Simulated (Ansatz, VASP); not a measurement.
# Si12O23 (V_O) in two plane-wave programs, part 2 of 2

One calculation is typed for both programs; each brings its own data sets. How far apart do they land? The cell is taken from a series of runs on this material, whose earlier steps may have relaxed, scaled, displaced or heated it; both programs get it as it stands.

VASP 6.6.1 and Ansatz 0.2.0.

So far: The structure; Ansatz: single point, HSE06.

**3. VASP: single point, HSE06**

Level of this step: HSE06, spin-polarised from a ferromagnetic start; plane waves and PAW (Si, O) (VASP).

The same cell, functional and mesh now go to VASP, with its own data sets.

Lines of VASP's logs that name or quote its potential files are left out, and so is its time.

The run reads the wave functions of an earlier VASP run, which isn't shown here.

The input, INCAR:

```
SYSTEM = Si12O23
PREC = Accurate
ENCUT = 520
EDIFF = 1E-06
NELM = 100
ISMEAR = 0
SIGMA = 0.01
LREAL = Auto
ALGO = Normal
LHFCALC = .TRUE.
AEXX = 0.25
GGA = PE
HFSCREEN = 0.208
LASPH = .TRUE.
NELECT = 185
NBANDS = 117
ISPIN = 2
MAGMOM = 0 0 0 0.03 0 0 0 0.03 0 0 0 0 0 0 0 0 0 -0 0.02 0.02 0 0 0.04 0 0 0 0.06 0 0.05 0 0 -0 0 0.04 0
PRECFOCK = Fast
LORBIT = 11
LWAVE = .FALSE.
LCHARG = .FALSE.
ISIF = 2
ISYM = 0
NUPDOWN = 1
```

The input, POSCAR:

```
Si12O23
1.0
   -2.4742015218      4.2854427439      5.4413215853
    4.9484030435      0.0000000000      5.4413215853
    4.9484030435      8.5708854877      0.0000000000
Si O
12 23
Direct
    0.0056256112      0.0060757401      0.2606091363
    0.5050632259      0.5112385551      0.0236502241
    0.0700662870      0.6052445250      0.1996385872
    0.5818569069      0.0931622517      0.4557021876
    0.4329296138      0.9027909892      0.2881765760
    0.9323763358      0.4109907813      0.0357661382
    0.0052077258      0.9919451425      0.7549975023
    0.4992861371      0.4822517774      0.5052394331
    0.0500750136      0.5834457527      0.6956974926
    0.5692444133      0.1059701433      0.9557053545
    0.4191976757      0.9158090608      0.8014347399
    0.9225819078      0.3900933698      0.5303939354
    0.9628506419      0.8260558737      0.2256043213
    0.1962499713      0.9280101395      0.3294149275
    0.6926584600      0.4411568191      0.0956301886
    0.0111527280      0.4370423684      0.3528178921
    0.5374761572      0.9400816677      0.1140711024
    0.0373287218      0.1879514088      0.1152703980
    0.5313738760      0.6735711762      0.3695704189
    0.4767115871      0.0605397022      0.3509596366
    0.9970569906      0.5762801139      0.0729075418
    0.3094115035      0.5786508236      0.1507905543
    0.8139004079      0.0842845148      0.3895363206
    0.4858173024      0.3286766932      0.9771078612
    0.9965868870      0.8118290761      0.6992114843
    0.1887709839      0.9214030337      0.8302841162
    0.6862335494      0.3835074487      0.5754788374
    0.0010261894      0.4355286983      0.8583793333
    0.5228234222      0.9657076941      0.6221487161
    0.0433991847      0.1765466365      0.6086914827
    0.5345502991      0.6959733769      0.8763964879
    0.4405210402      0.0857973042      0.8595042115
    0.9310165498      0.5658691087      0.5910269004
    0.2893952720      0.5059022807      0.6219968267
    0.8033885463      0.0623967802      0.8735700858
```

The input, KPOINTS:

```
Automatic mesh
0
Gamma
1 1 1
0.25 0.25 0.25
```

PAW data sets: Si and O (PBE family, release 64).

Launch:

```console
$ export OMP_NUM_THREADS=3
$ mpirun -np 1 vasp_std
```

Numbers of over 12 decimals in the logs are rounded to 6 here.

The program printed:

```text
[banner, memory and clock lines left out]
running    1 mpi-ranks, on    1 nodes
[...]
Offloading initialized ...    1 GPUs detected
[...]
LDA part: xc-table for (Slater+PW92), standard interpolation
|                                                                             |
|           W    W    AA    RRRRR   N    N  II  N    N   GGGG   !!!           |
|           W    W   A  A   R    R  NN   N  II  NN   N  G    G  !!!           |
|           W    W  A    A  R    R  N N  N  II  N N  N  G       !!!           |
|           W WW W  AAAAAA  RRRRR   N  N N  II  N  N N  G  GGG   !            |
|           WW  WW  A    A  R   R   N   NN  II  N   NN  G    G                |
|           W    W  A    A  R    R  N    N  II  N    N   GGGG   !!!           |
|                                                                             |
|     Your generating k-point grid is not commensurate with the symmetry      |
|     of the lattice. This can cause slow convergence with respect to         |
|     k-points for HF-type calculations.                                      |
[...]
|      ) and/or shift your grid to Gamma (G) (e.g. required for               |
|        hexagonal, fcc, and fcc-orthorhombic lattices).                      |
|      ) and/or set KBLOWUP = .FALSE.                                         |
|                                                                             |

 found WAVECAR, reading the header
 POSCAR, INCAR and KPOINTS ok, starting setup
[...]
reading WAVECAR
 the WAVECAR file was read successfully
 initial charge from wavefunction
 entering main loop
       N       E                     dE             d eps       ncg     rms          rms(c)
DAV:   1    -0.338840175446E+03   -0.33884E+03   -0.56517E+00   544   0.872E+00    0.108E+01
DAV:   2    -0.338882548305E+03   -0.42373E-01   -0.23613E-01   560   0.148E+00    0.783E+00
DAV:   3    -0.338860777161E+03    0.21771E-01   -0.26014E-02   568   0.465E-01    0.470E+00
DAV:   4    -0.338856280017E+03    0.44971E-02   -0.79378E-03   552   0.260E-01    0.267E+00
[...]
DAV:   9    -0.338854282042E+03    0.12026E-04   -0.10710E-05   560   0.163E-02    0.159E-01
DAV:  10    -0.338854279125E+03    0.29170E-05   -0.49719E-06   544   0.117E-02    0.899E-02
DAV:  11    -0.338854278647E+03    0.47868E-06   -0.14960E-06   384   0.742E-03
   1 F= -.33885428E+03 E0= -.33885428E+03  d E =-.708175E-16  mag=     1.0000
```

From OUTCAR (step 3):

```text
  Total      -18.6532176    -14.6494914    -16.0741444      1.2646200      2.0591600     -1.6754864
  in kB      -64.7499134    -50.8519933    -55.7973149      4.3898076      7.1478517     -5.8160261
  external PRESSURE =     -57.1330739 kB  Pullay stress =       0.0000000 kB

 POSITION                                       TOTAL-FORCE (eV/Angst)
 -----------------------------------------------------------------------------------
      1.30575      2.25776      0.06367         0.041092      0.051683     -0.002563
      1.39722      2.36712      5.53002        -0.007978      0.021042      0.000448
      3.80953      2.01134      3.67458         0.039190     -0.044821     -0.013315
      1.27637      6.39929      3.67300        -0.410862      0.151612     -0.235544
      4.82223      4.32522      7.26809        -0.036451     -0.005744      0.013829
     -0.09615      4.30219      7.30969        -0.066810     -0.009532      0.045254
      8.63169      6.49331      5.42583        -0.017473      0.024218     -0.011406
      3.65117      6.47001      5.34086         0.371381      0.265389      0.239526
      6.20582      6.17734      3.44719         0.008714     -0.020842      0.015615
      3.84517     10.63071      3.67406        -0.005501     -0.042829      0.021834
      7.46043      8.66545      7.26420        -0.017955     -0.069988      0.016356
      2.27229      8.49962      7.14269         0.014400     -0.007058     -0.037406
      2.82175      6.05987      9.73402        -0.138453      0.195194      0.152587
      5.73668      3.66440      6.11746        -0.140690     -0.183329      0.153804
[...]
-----------------------------------------------------------------------------------
    total drift:                               -0.006337     -0.013559     -0.009601

  FREE ENERGIE OF THE ION-ELECTRON SYSTEM (eV)
  ---------------------------------------------------
  free  energy   TOTEN  =      -338.8542786467 eV

  energy  without entropy=     -338.8542786467  energy(sigma->0) =     -338.85427865

 magnetization (x)
# of ion       s       p       d       tot
------------------------------------------
    1        0.002   0.002   0.000   0.004
    2        0.000   0.000   0.000   0.000
    3        0.000   0.000   0.000   0.000
    4        0.035   0.066   0.000   0.101
    5        0.003   0.003   0.000   0.006
    6        0.000   0.000   0.000   0.000
    7       -0.000   0.000   0.000   0.000
    8        0.032   0.059   0.000   0.090
    9        0.001   0.001   0.000   0.002
   10       -0.000   0.000   0.000   0.000
   11        0.000   0.000   0.000   0.000
   12        0.000   0.001   0.000   0.002
   13        0.000   0.001   0.000   0.002
[...]
--------------------------------------------------
tot          0.102   0.370   0.000   0.472

[... 3 further parts left out ...]
[key lines of the parts left out:]
E-fermi :  -0.3302
```

The run ends at a pressure of -5.71 GPa, with forces up to 0.52 eV/Å.

**4. Side by side**

Known differences besides the potentials themselves: exact exchange at q = 0 is treated differently, which shows on coarse meshes; VASP keeps PBE cores, Ansatz makes them for the functional; fixed occupations in Ansatz, narrow Gaussian smearing in VASP; the cutoff is 420 eV in Ansatz and 520 eV in VASP (PREC = Accurate, projectors in real space); VASP takes a coarser grid for exact exchange (PRECFOCK = Fast); site moments are counted in spheres of each program's own size. Total energies have different zeros and are not compared.

Both answers:

```csv
quantity,Ansatz,VASP,difference
"total moment, fixed by the input (μB)",1.00,1.00,0.00
moment on Si4 (μB),0.03,0.10,-0.07
moment on Si8 (μB),0.03,0.09,-0.06
moment on O27 (μB),0.06,0.06,0.00
```

Forces on 9 of the 35 atoms, those with the largest forces and the largest differences (eV/Å; atoms numbered as in POSCAR):

```
atom         Ansatz x, y, z            VASP x, y, z
 Si4  -0.437, 0.145, -0.245   -0.411, 0.152, -0.236
 Si8    0.387, 0.252, 0.264     0.371, 0.265, 0.240
 O19   0.115, 0.072, -0.273    0.142, 0.053, -0.275
 O23  0.027, -0.243, -0.243  -0.003, -0.260, -0.234
 O27  -0.019, -0.349, 0.110   -0.046, -0.340, 0.147
 O29   0.117, -0.176, 0.176    0.156, -0.158, 0.161
 O32  -0.233, 0.194, -0.083   -0.251, 0.208, -0.091
 O33  -0.227, 0.200, -0.058   -0.240, 0.207, -0.062
 O34  -0.172, -0.151, 0.148   -0.142, -0.179, 0.126
```

The forces differ by 17 meV/Å r.m.s., which is 11.2 % of the r.m.s. force of 0.150 eV/Å (both taken over all components). The cell carries a charge of +1 e against a uniform background, so its pressure also hangs on how the neutralising background is counted, and in a defect's cell a gap may be the spacing between its levels.

**5. What came out**

| Item | Value |
| --- | --- |
| r.m.s. force difference (single point, HSE06) | 17 meV/Å |

**Reading.** The r.m.s. force difference is 17 meV/Å (single point, HSE06), beyond the 12 meV/Å picked in this series as the mark of a large difference. What causes the difference of the single point, HSE06 pair stays open here. Such differences can come from data sets, numerical settings and the points named under the comparisons, not from the functional's error against experiment.

[Lines on the potential files, build, host, timing and source positions are cut from VASP's logs without a mark.]

[Logs are printed without paths, hosts, clocks, repeated set-up lines and the standing remarks that a program may print on its own settings, such as how far it seeks lower states.]

[Hosts, paths, dates, database ids (printed as entryN), source tags and the programs' standing remarks are cut or masked in the printed files.]
